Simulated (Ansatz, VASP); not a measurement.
**Sb: VASP beside Ansatz**

POSCAR

```
Sb
1.0
   -1.8868072148      1.8868072148      1.8868072148
    1.8868072148     -1.8868072148      1.8868072148
    1.8868072148      1.8868072148     -1.8868072148
Sb
1
Direct
    0.0000000000      0.0000000000      0.0000000000
```

The input INCAR.step1:

```
ALGO = Normal ; EDIFF = 1E-4
ENCUT = 520 ; GGA = PE
ISMEAR = -1 ; LASPH = True
LCHARG = False ; LREAL = False
LWAVE = True ; NBANDS = 8
NELM = 60 ; PREC = Accurate
SIGMA = 0.08
```

The input INCAR.step2:

```
ALGO = Normal ; EDIFF = 1E-8
ENCUT = 520 ; ISIF = 2
ISMEAR = -1 ; ISTART = 1
LASPH = True ; LCHARG = False
LEFG = True ; LMIXTAU = True
LREAL = False ; LWAVE = False
METAGGA = R2SCAN ; NBANDS = 8
NELM = 60 ; PREC = Accurate
SIGMA = 0.08
```

The input KPOINTS:

```
k-points
0
Gamma
  12 12 12
```

Input for Ansatz:

```yaml
crystal:
  lattice:
    - [-1.8868072148, 1.8868072148, 1.8868072148]
    - [1.8868072148, -1.8868072148, 1.8868072148]
    - [1.8868072148, 1.8868072148, -1.8868072148]
  atoms:
    - { symbol: Sb, position: [0.0, 0.0, 0.0] }
kpoints:
  mp_grid: { grid: [12, 12, 12] }
scf:
  occupations: { method: fermi_dirac, width: 0.08 }
hamiltonian:
  xc: r2scan
  pseudopotentials: { kind: paw }
output:
  forces: true
  stress: true
  eigenvalues: true
  efg: { contact_densities: true }
  write_density: true
  write_potential: true
  elf: true
  volumetric_format: npy
```

Change from the starting cell: volume scaled by 1.025, PAW files.

Alike in both runs: task electric field gradients; functional r2SCAN; k mesh 12 × 12 × 12; occupations fermi-dirac, width 0.08 eV; no spin polarisation.

|  | VASP | Ansatz |
| --- | --- | --- |
| version | VASP 6.6.1 | Ansatz 0.2.0 |
| potentials or method | VASP PAW PBE potentials, release 64 (Sb) | PAW with Ansatz's default frozen-core files, scalar-relativistic |
| plane-wave cutoff (eV) | 520 | 500 |
| valence electrons in the cell | 5 | 15 |

|  | VASP | Ansatz | Ansatz less VASP |
| --- | --- | --- | --- |
| pressure (GPa) | 0.1 | 0.2 | +0.08 |
| Vzz of the field gradient on the site that differs most (V/Å²) | 0.0 | 0.0 | 0.00 |

The two sets of potentials don't hold the same shells in valence. Ansatz warned: «gradients_without_spin_orbit».

Caveats: the PAW data sets were made with another functional, which shifts forces and pressure a little (VASP). Spin-orbit coupling is left out, which matters for the levels of Sb.
